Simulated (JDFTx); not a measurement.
The system is MgO.

```xyz
2
Lattice="0.0000 2.0970 2.0970 2.0970 0.0000 2.0970 2.0970 2.0970 0.0000" Properties=species:S:1:pos:R:3 pbc="T T T"
Mg    0.0000    0.0000    0.0000
O     2.0970    2.0970    2.0970
```

The cell is a database's computed one.

Base run:

- Program: JDFTx 1.7.0 (patched build)
- Functional: PBEsol
- Potentials or basis: PseudoDojo-SR-PBEsol-0.4.1-standard with smoothed tails
- Cutoff: 1143 eV
- Density cutoff: 9143 eV
- k mesh: 11 × 11 × 11
- Occupations: fermi-dirac, width 0.05 eV
- Spin: no spin polarisation

Its results: band gap on the k mesh 4.79 eV, direct; pressure 2.2 GPa.

**Question.** The run is repeated on the same cell with these changes: functional from PBEsol to LDA; potentials or basis from PseudoDojo-SR-PBEsol-0.4.1-standard with smoothed tails to PseudoDojo-SR-LDA-0.4.1-standard with smoothed tails. What comes out?

**Answer.** Band gap on the k mesh 4.82 eV, direct; pressure -4.0 GPa.

